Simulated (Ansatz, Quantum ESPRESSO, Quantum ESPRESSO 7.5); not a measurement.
# 1 layers of Nb in Na(110), on the host's sites: ballistic transmission

How well does the junction conduct in the ballistic limit? It is: 1 layers of Nb in Na(110), on the host's sites.

Program: Quantum ESPRESSO 7.5. Level of theory: plane-wave DFT, LDA, GBRV ultrasoft pseudopotentials (cross-check by Ansatz 0.2.0 with PAW datasets). Results are calculated unless marked as measured.

## (1) Set-up

The cell holds 14 atoms: 13 Na and 1 Nb. Cell: a = 4.200 Å, b = 3.637 Å, c = 40.075 Å, α = 90.0°, β = 90.0°, γ = 54.7°. It derives from Na. Regions: left lead, 6 atoms (6 Na); channel, 2 atoms (1 Nb and 1 Na); right lead, 6 atoms (6 Na). The structure is stacked along c, and the current runs across the ab planes.

## (2) SCF with pw.x

One periodic cell holds a stretch of lead, the junction and more lead; the atoms stay as built.

Input file scf.in:

```
&control
  prefix = 'scf'
  outdir = './out'
  pseudo_dir = './pseudo'
  calculation = 'scf'
  tprnfor = .true.
/
&system
  ibrav = 0
  nat = 14
  ntyp = 2
  ecutwfc = 40
  ecutrho = 200
  occupations = 'smearing'
  smearing = 'mv'
  degauss = 0.01
/
&electrons
  conv_thr = 1e-07
  mixing_beta = 0.25
  electron_maxstep = 120
  mixing_mode = 'local-TF'
/
ATOMIC_SPECIES
  Na  22.9898  na_lda_v1.5.uspp.F.UPF
  Nb  92.9064  nb_lda_v1.uspp.F.UPF
CELL_PARAMETERS angstrom
  4.20000000000000 0.00000000000000 0.00000000000000
  2.10000000000000 2.96984848098350 0.00000000000000
  0.00000000000000 0.00000000000000 40.07493080641565
ATOMIC_POSITIONS crystal
  Na  0.000000000000 0.000000000000 0.000000000000
  Na  0.500000000000 0.000000000000 0.074107388864
  Na  0.000000000000 0.000000000000 0.148214777729
  Na  0.500000000000 0.000000000000 0.222322166593
  Na  0.000000000000 0.000000000000 0.296429555457
  Na  0.500000000000 0.000000000000 0.370536944322
  Nb  0.000000000000 0.000000000000 0.425892611136
  Na  0.500000000000 0.000000000000 0.481248277949
  Na  0.000000000000 0.000000000000 0.555355666814
  Na  0.500000000000 0.000000000000 0.629463055678
  Na  0.000000000000 0.000000000000 0.703570444543
  Na  0.500000000000 0.000000000000 0.777677833407
  Na  0.000000000000 0.000000000000 0.851785222271
  Na  0.500000000000 0.000000000000 0.925892611136
K_POINTS automatic
  7 8 1 0 0 0
```

Command:

```console
> OMP_NUM_THREADS=1 mpirun -n 4 pw.x -nk 4 -in scf.in > scf.out
```

Log:

```text
Program PWSCF v.7.5 starts
[citation notice left out]

     Parallel version (MPI & OpenMP), running on       4 processor cores
     Number of MPI processes:                 4
     Threads/MPI process:                     1

     MPI processes distributed on     1 nodes
[...]
Current dimensions of program PWSCF are:
     Max number of different atomic species (ntypx) = 10
     Max number of k-points (npk) =  40000
     Max angular momentum in pseudopotentials (lmaxx) =  4
     Message from routine setup:
     using ibrav=0 with symmetry is DISCOURAGED, use correct ibrav instead

     K-points division:     npool     =       4
     Subspace diagonalization in iterative solution of the eigenvalue problem:
     a serial algorithm will be used

     G-vector sticks info
     --------------------
     sticks:   dense  smooth     PW     G-vecs:    dense   smooth      PW
     Sum         709     561    181               161269   115165   21105

     Using Slab Decomposition

     bravais-lattice index     =            0
     lattice parameter (alat)  =       7.9368  a.u.
     unit-cell volume          =    3373.2845 (a.u.)^3
     number of atoms/cell      =           14
     number of atomic types    =            2
     number of electrons       =       130.00
     number of Kohn-Sham states=           78
     kinetic-energy cutoff     =      40.0000  Ry
     charge density cutoff     =     200.0000  Ry
     scf convergence threshold =      1.0E-07
     mixing beta               =       0.2500
     number of iterations used =            8  local-TF  mixing
     Exchange-correlation= SLA  PZ   NOGX NOGC
                           (   1   1   0   0   0   0   0)

     celldm(1)=   7.936850  celldm(2)=   0.000000  celldm(3)=   0.000000
     celldm(4)=   0.000000  celldm(5)=   0.000000  celldm(6)=   0.000000

     crystal axes: (cart. coord. in units of alat)
               a(1) = (   1.000000   0.000000   0.000000 )
               a(2) = (   0.500000   0.707107   0.000000 )
               a(3) = (   0.000000   0.000000   9.541650 )

     reciprocal axes: (cart. coord. in units 2 pi/alat)
               b(1) = (  1.000000 -0.707107  0.000000 )
               b(2) = (  0.000000  1.414214  0.000000 )
               b(3) = (  0.000000  0.000000  0.104804 )

     PseudoPot. # 1 for Na read from file:
     ./pseudo/na_lda_v1.5.uspp.F.UPF
     Pseudo is Ultrasoft, Zval =  9.0
     Generated by new atomic code, or converted to UPF format
     Using radial grid of  819 points,  5 beta functions with:
                l(1) =   0
                l(2) =   0
                l(3) =   1
                l(4) =   1
                l(5) =   2
     Q(r) pseudized with  8 coefficients,  rinner =    1.250   1.250   1.250
                                                       1.250   1.250

     PseudoPot. # 2 for Nb read from file:
     ./pseudo/nb_lda_v1.uspp.F.UPF
     Pseudo is Ultrasoft + core correction, Zval = 13.0
     Generated by new atomic code, or converted to UPF format
     Using radial grid of  887 points,  6 beta functions with:
                l(1) =   0
                l(2) =   0
                l(3) =   1
                l(4) =   1
                l(5) =   2
                l(6) =   2
     Q(r) pseudized with  6 coefficients,  rinner =    1.000   1.000   1.000
                                                       1.000   1.000

     atomic species   valence    mass     pseudopotential
     Na                9.00    22.98980     Na( 1.00)
     Nb               13.00    92.90640     Nb( 1.00)

      4 Sym. Ops. (no inversion) found

   Cartesian axes

     site n.     atom                  positions (alat units)
         1        Na     tau(   1) = (   0.0000000   0.0000000   0.0000000  )
         2        Na     tau(   2) = (   0.5000000   0.0000000   0.7071068  )
         3        Na     tau(   3) = (   0.0000000   0.0000000   1.4142136  )
         4        Na     tau(   4) = (   0.5000000   0.0000000   2.1213203  )
         5        Na     tau(   5) = (   0.0000000   0.0000000   2.8284271  )
         6        Na     tau(   6) = (   0.5000000   0.0000000   3.5355339  )
         7        Nb     tau(   7) = (   0.0000000   0.0000000   4.0637183  )
         8        Na     tau(   8) = (   0.5000000   0.0000000   4.5919027  )
         9        Na     tau(   9) = (   0.0000000   0.0000000   5.2990095  )
        10        Na     tau(  10) = (   0.5000000   0.0000000   6.0061163  )
        11        Na     tau(  11) = (   0.0000000   0.0000000   6.7132231  )
        12        Na     tau(  12) = (   0.5000000   0.0000000   7.4203298  )
        13        Na     tau(  13) = (   0.0000000   0.0000000   8.1274366  )
        14        Na     tau(  14) = (   0.5000000   0.0000000   8.8345434  )

     number of k points=    29  Marzari-Vanderbilt smearing, width (Ry)=  0.0100
                       cart. coord. in units 2pi/alat
        k(    1) = (   0.0000000   0.0000000   0.0000000), wk =   0.0357143
        k(    2) = (   0.0000000   0.1767767   0.0000000), wk =   0.0714286
        k(    3) = (   0.0000000   0.3535534   0.0000000), wk =   0.0714286
        k(    4) = (   0.0000000   0.5303301   0.0000000), wk =   0.0714286
        k(    5) = (   0.0000000  -0.7071068   0.0000000), wk =   0.0357143
        k(    6) = (   0.1428571  -0.1010153   0.0000000), wk =   0.0714286
        k(    7) = (   0.1428571   0.0757614   0.0000000), wk =   0.0714286
        k(    8) = (   0.1428571   0.2525381   0.0000000), wk =   0.0714286
        k(    9) = (   0.1428571   0.4293148   0.0000000), wk =   0.0714286
        k(   10) = (   0.1428571  -0.8081220   0.0000000), wk =   0.0714286
[...]
k(   29) = (   0.4285714  -0.4798225   0.0000000), wk =   0.0714286

     Dense  grid:   161269 G-vectors     FFT dimensions: (  36,  32, 360)

     Smooth grid:   115165 G-vectors     FFT dimensions: (  32,  27, 320)

     Estimated max dynamical RAM per process >     436.33 MB

     Estimated total dynamical RAM >       1.59 GB

     Initial potential from superposition of free atoms

     starting charge     129.9261, renormalised to     130.0000
     Starting wfcs are   78 randomized atomic wfcs

     total cpu time spent up to now is        5.7 secs

     per-process dynamical memory:   274.1 Mb

     Self-consistent Calculation

     iteration #  1     ecut=    40.00 Ry     beta= 0.25
     Davidson diagonalization with overlap
     ethr =  1.00E-02,  avg # of iterations =  7.4

     total cpu time spent up to now is       24.7 secs

     total energy              =   -1354.50818467 Ry
[...]
estimated scf accuracy    <       0.00069733 Ry

     iteration #  9     ecut=    40.00 Ry     beta= 0.25
[...]
total energy              =   -1354.46735918 Ry
     estimated scf accuracy    <       0.00002171 Ry

     iteration # 10     ecut=    40.00 Ry     beta= 0.25
[...]
total energy              =   -1354.46735517 Ry
     estimated scf accuracy    <       0.00005549 Ry

     iteration # 11     ecut=    40.00 Ry     beta= 0.25
[...]
total energy              =   -1354.46735775 Ry
     estimated scf accuracy    <       0.00000200 Ry

     iteration # 12     ecut=    40.00 Ry     beta= 0.25
[...]
total energy              =   -1354.46735778 Ry
     estimated scf accuracy    <       0.00000076 Ry

     iteration # 13     ecut=    40.00 Ry     beta= 0.25
[...]
End of self-consistent calculation

          k = 0.0000 0.0000 0.0000 ( 14305 PWs)   bands (ev):

   -53.2111 -50.5776 -50.5776 -50.5513 -50.5513 -50.5442 -50.5442 -50.5428
   -50.5427 -50.5314 -50.5314 -50.5236 -49.5878 -49.5877 -29.3747 -29.1951
   -29.1172 -23.0853 -23.0853 -23.0680 -23.0680 -23.0617 -23.0617 -23.0607
   -23.0589 -23.0533 -23.0522 -23.0442 -23.0437 -23.0437 -23.0402 -23.0384
   -23.0381 -23.0377 -23.0377 -23.0325 -23.0318 -23.0292 -23.0292 -23.0282
   -23.0282 -23.0267 -23.0259 -23.0218 -23.0218 -23.0205 -23.0172 -23.0172
   -23.0134 -23.0086 -22.1131 -22.1092 -22.1027 -22.1013 -22.0631 -22.0630
    -1.7910  -1.3247  -1.2525  -1.0706  -0.9489  -0.6073  -0.4501   0.0403
     0.2070   0.7656   1.0200   1.4317   1.7015   2.0142   2.3245   2.7306
     3.0397   3.0422   3.1946   3.5742   4.5221   4.9386

          k = 0.0000 0.1768 0.0000 ( 14305 PWs)   bands (ev):

   -53.2098 -50.5773 -50.5773 -50.5511 -50.5511 -50.5439 -50.5439 -50.5425
   -50.5425 -50.5312 -50.5312 -50.5233 -49.5875 -49.5874 -29.3725 -29.2014
   -29.1321 -23.0844 -23.0844 -23.0700 -23.0700 -23.0664 -23.0664 -23.0593
   -23.0577 -23.0525 -23.0515 -23.0457 -23.0457 -23.0437 -23.0423 -23.0423
   -23.0404 -23.0401 -23.0400 -23.0344 -23.0342 -23.0340 -23.0337 -23.0326
   -23.0326 -23.0262 -23.0256 -23.0237 -23.0237 -23.0218 -23.0218 -23.0202
   -23.0153 -23.0131 -22.1122 -22.1085 -22.1048 -22.1033 -22.0680 -22.0679
    -1.4817  -1.0497  -0.9789  -0.7952  -0.6792  -0.3330  -0.1891   0.3106
     0.4507   1.0113   1.2347   1.6383   1.9460   2.1649   2.5351   2.6242
     2.7282   2.9031   3.6071   3.8153   4.8339   5.1665

          k = 0.0000 0.3536 0.0000 ( 14329 PWs)   bands (ev):

   -53.2066 -50.5766 -50.5766 -50.5504 -50.5504 -50.5432 -50.5432 -50.5418
   -50.5418 -50.5305 -50.5305 -50.5226 -49.5868 -49.5867 -29.3673 -29.2167
   -29.1679 -23.0822 -23.0822 -23.0776 -23.0776 -23.0747 -23.0747 -23.0562
   -23.0551 -23.0536 -23.0534 -23.0503 -23.0503 -23.0502 -23.0497 -23.0461
   -23.0460 -23.0453 -23.0449 -23.0448 -23.0439 -23.0404 -23.0390 -23.0383
   -23.0382 -23.0325 -23.0325 -23.0282 -23.0282 -23.0254 -23.0251 -23.0239
   -23.0199 -23.0196 -22.1102 -22.1097 -22.1083 -22.1068 -22.0798 -22.0797
    -0.6202  -0.2340  -0.1678   0.0194   0.1144   0.4747   0.5581   1.0873
     1.1050   1.6070   1.7683   2.1790   2.2805   2.3837   2.5471   2.6359
     3.1833   3.3558   4.4004   4.5350   5.6391   5.8363

          k = 0.0000 0.5303 0.0000 ( 14428 PWs)   bands (ev):

   -53.2035 -50.5759 -50.5759 -50.5497 -50.5497 -50.5425 -50.5425 -50.5412
   -50.5411 -50.5298 -50.5298 -50.5219 -49.5860 -49.5860 -29.3621 -29.2320
   -29.2034 -23.0889 -23.0888 -23.0800 -23.0800 -23.0794 -23.0794 -23.0646
   -23.0646 -23.0583 -23.0581 -23.0550 -23.0550 -23.0541 -23.0539 -23.0528
   -23.0517 -23.0502 -23.0498 -23.0484 -23.0480 -23.0436 -23.0435 -23.0433
   -23.0429 -23.0397 -23.0375 -23.0346 -23.0328 -23.0328 -23.0247 -23.0245
   -23.0244 -23.0190 -22.1147 -22.1132 -22.1082 -22.1050 -22.0915 -22.0914
     0.4247   1.0415   1.0925   1.2160   1.2878   1.5197   1.5515   1.8788
     2.0773   2.1630   2.5072   2.5549   2.7692   3.3575   3.5901   3.5950
     4.3442   4.4933   5.2318   5.2986   5.4296   5.4625

          k = 0.0000-0.7071 0.0000 ( 14380 PWs)   bands (ev):

   -53.2022 -50.5756 -50.5756 -50.5494 -50.5494 -50.5422 -50.5422 -50.5409
   -50.5409 -50.5295 -50.5295 -50.5216 -49.5857 -49.5857 -29.3599 -29.2383
   -29.2180 -23.0935 -23.0935 -23.0814 -23.0814 -23.0791 -23.0791 -23.0692
   -23.0692 -23.0632 -23.0630 -23.0583 -23.0579 -23.0570 -23.0570 -23.0522
   -23.0518 -23.0515 -23.0506 -23.0479 -23.0479 -23.0474 -23.0469 -23.0456
   -23.0448 -23.0394 -23.0393 -23.0368 -23.0347 -23.0347 -23.0264 -23.0245
   -23.0242 -23.0188 -22.1168 -22.1152 -22.1074 -22.1043 -22.0963 -22.0961
     0.6612   1.2112   1.9977   2.0764   2.6751   2.7538   2.8086   3.0001
     3.1141   3.1344   3.2063   3.3719   3.4213   3.4967   3.6275   3.8185
     3.9670   4.0399   4.2011   4.3290   4.4500   4.5757

          k = 0.1429-0.1010 0.0000 ( 14320 PWs)   bands (ev):

   -53.2102 -50.5774 -50.5774 -50.5511 -50.5511 -50.5440 -50.5440 -50.5426
   -50.5426 -50.5313 -50.5312 -50.5234 -49.5876 -49.5875 -29.3732 -29.2028
   -29.1258 -23.0845 -23.0845 -23.0715 -23.0715 -23.0637 -23.0637 -23.0588
   -23.0576 -23.0529 -23.0522 -23.0471 -23.0468 -23.0459 -23.0435 -23.0397
   -23.0397 -23.0386 -23.0383 -23.0364 -23.0359 -23.0313 -23.0313 -23.0302
   -23.0301 -23.0259 -23.0258 -23.0247 -23.0245 -23.0205 -23.0190 -23.0190
   -23.0163 -23.0104 -22.1121 -22.1092 -22.1047 -22.1041 -22.0660 -22.0659
    -1.4891  -1.0554  -0.9845  -0.8009  -0.6848  -0.3388  -0.1947   0.3046
     0.4450   1.0037   1.2263   1.6249   1.7372   2.1235   2.5267   2.6694
     3.0336   3.0456   3.4709   3.8056   4.8003   5.1534

[...]
the Fermi energy is     1.9653 ev

!    total energy              =   -1354.46735781 Ry
     estimated scf accuracy    <       0.00000003 Ry
     smearing contrib. (-TS)   =      -0.00093135 Ry
     internal energy E=F+TS    =   -1354.46642646 Ry

     The total energy is F=E-TS. E is the sum of the following terms:
     one-electron contribution =   -1408.28274481 Ry
     hartree contribution      =     708.43381343 Ry
     xc contribution           =    -198.69704509 Ry
     ewald contribution        =    -455.92044999 Ry

     convergence has been achieved in  13 iterations

     Forces acting on atoms (cartesian axes, Ry/au):

     atom    1 type  1   force =     0.00000000   -0.00000000   -0.00015364
     atom    2 type  1   force =     0.00000000    0.00000000    0.00001793
     atom    3 type  1   force =     0.00000000    0.00000000    0.00040833
     atom    4 type  1   force =     0.00000000    0.00000000    0.00019489
     atom    5 type  1   force =     0.00000000    0.00000000   -0.00107562
     atom    6 type  1   force =     0.00000000    0.00000000   -0.00581919
     atom    7 type  2   force =     0.00000000    0.00000000   -0.00000211
     atom    8 type  1   force =     0.00000000    0.00000000    0.00581849
     atom    9 type  1   force =     0.00000000    0.00000000    0.00107410
     atom   10 type  1   force =     0.00000000    0.00000000   -0.00019147
     atom   11 type  1   force =     0.00000000    0.00000000   -0.00040698
     atom   12 type  1   force =     0.00000000    0.00000000   -0.00001950
     atom   13 type  1   force =     0.00000000   -0.00000000    0.00015419
     atom   14 type  1   force =     0.00000000    0.00000000    0.00000056

     Total force =     0.008395     Total SCF correction =     0.000152

[...]
=------------------------------------------------------------------------------=
   JOB DONE.
=------------------------------------------------------------------------------=
```

The job ended after 3.5 min (4 MPI ranks of Arm Neoverse V2, shared host; peak memory 1.6 GiB).

Read from the output:

- free energy: -18428.4672 eV
- Fermi energy: 1.965 eV

The program's own clock; routines nest. Time by routine:

```tsv
routine	wall time (s)	calls
PWSCF	209.8	1
electrons	201.3	1
c_bands	171.3	13
cegterg	154.2	104
h_psi	93.87	405
fftw	68.7	43608
vloc_psi	61.57	405
sum_band	25.07	13
calbec	24.64	541
h_psi:calbec	15.54	405
add_vuspsi	15.47	405
s_psi	15.43	405
init_run	5.54	1
wfcinit	5	1
```

The run needed 13 iterations to bring the estimated error under 1e-07 Ry; the largest force on any atom, held or free, is 0.15 eV/Å.

(Part 1 of 3 ends here.)

[Logs are printed without paths, hosts, clocks, repeated set-up lines and the standing remarks that a program may print on its own settings, such as how far it seeks lower states.]

[Hosts, paths, dates, database ids (printed as entryN), source tags and the programs' standing remarks are cut or masked in the printed files.]

[Maps of the electrostatic potential energy from Ansatz leave out the sawtooth potential of an applied field or a dipole correction, so their vacuum need not be flat; planar profiles and work functions include it.]
